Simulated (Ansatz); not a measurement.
# InSb: the cost of one run

Computed with Ansatz 0.2.0 (DFT PBEsol, scalar-relativistic, plane waves, PAW, unless a step's input says otherwise).

2 further runs of the same task are left out: 2 set aside as unsound or not needed.

### Step 1. The system as given

Symmetry: F-43m, No. 216, cubic system. The conventional cell has a = 6.520 Å, b = 6.520 Å, c = 6.520 Å, α = 90.00°, β = 90.00°, γ = 90.00°. In (site symmetry -43m) is surrounded by 4 Sb at 2.82 Å. Sb (site symmetry -43m) is surrounded by 4 In at 2.82 Å.

Structure file:

```
In Sb
1.0
     0.00000    3.25993    3.25993
     3.25993    0.00000    3.25993
     3.25993    3.25993    0.00000
In Sb
1 1
Direct
  0.00000 0.00000 0.00000
  0.75000 0.75000 0.75000
```

It is the result of an earlier relaxation at this level (volume 34.64 Å³/atom; gap on the mesh: none (metal)).

### Step 2. Relaxing at 2 GPa

At a set pressure the run lowers the enthalpy E + PV, so the energy alone may rise along the way.

input.yaml

```yaml
crystal:
  lattice:
    - [0.0, 3.25992906, 3.25992906]
    - [3.25992906, 0.0, 3.25992906]
    - [3.25992906, 3.25992906, 0.0]
  atoms:
    - { symbol: In, position: [0.0, 0.0, 0.0] }
    - { symbol: Sb, position: [0.75, 0.75, 0.75] }
basis:
  ecutwfc: 420
kpoints:
  mp_grid: { grid: [12, 12, 12] }
hamiltonian:
  xc: pbesol
scf:
  occupations: { method: fermi_dirac, width: 0.15 }
output:
  forces: true
  stress: true
  eigenvalues: true
  write_density: true
  write_potential: true
  elf: true
  volumetric_format: npy
relax:
  adjacent_minimum: "off"
  f_tol: 0.001
  max_steps: 60
  cell: { stress_tol: 0.02, p_target: 2.0 }
```

Launch:

```
ansatz run input.yaml --threads 1 --pin off --max-ram 3072MiB --backend cpu --events-out ev --progress --plain --runs-dir out
```

**Question.** How long does this run take on 1 thread of Arm Neoverse V1, shared host, and how much memory does it need?

About 69 s, with a peak of 0.42 GiB.
